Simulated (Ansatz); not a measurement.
Input of an Ansatz 0.2.0 run:

File input.yaml:

```yaml
crystal:
  lattice:
    - [0.0, 3.06065, 3.06065]
    - [3.06065, 0.0, 3.06065]
    - [3.06065, 3.06065, 0.0]
  atoms:
    - { symbol: Pb, position: [0.0, 0.0, 0.0] }
    - { symbol: Se, position: [0.5, 0.5, 0.5] }
kpoints:
  mp_grid: { grid: [8, 8, 8] }
  band_path:
    path:
      - [0.0, 0.0, 0.0]
      - [0.5, 0.0, 0.5]
      - [0.5, 0.25, 0.75]
      - [0.375, 0.375, 0.75]
      - [0.0, 0.0, 0.0]
      - [0.5, 0.5, 0.5]
      - [0.625, 0.25, 0.625]
      - [0.5, 0.25, 0.75]
    npoints: 8
scf:
  occupations: { method: fermi_dirac, width: 0.05 }
hamiltonian:
  xc: pbesol
  pseudopotentials: { kind: all_electron, lapw: { basis_error: 0.001 } }
output:
  forces: true
  stress: true
  eigenvalues: true
```

Potentials or basis: all-electron LAPW, scalar-relativistic.

Run with:

```sh
$ ansatz run input.yaml --threads 1 --pin off --max-ram 3072MiB --backend cpu --events-out ev --progress --plain --runs-dir out
```

(1) What does it give for the band gap on the k mesh?

(2) Estimate the band gap along the path.

(3) What does it give for the pressure?

Results:

(1) 0.20 eV, direct.

(2) 0.20 eV, direct.

(3) -0.5 GPa.

Caveat: spin-orbit coupling is left out, which as a rule narrows the gap of such compounds by several tenths of an eV.

**What was measured.**

From a printed reference work, monograph, for a bulk crystal of PbSe at 4.2 K: band gap 0.15 eV (direct).

Against the measured gap of PbSe, 0.15 eV (direct; 4.2 K; a printed reference work, monograph), the calculated 0.20 eV is off by +0.05 eV. 2 values of this kind are on record (0.15 to 0.28 eV); this one was drawn at random. Spin-orbit coupling on Pb, Se is left out. The value is that of PBEsol, without temperature or zero-point motion.
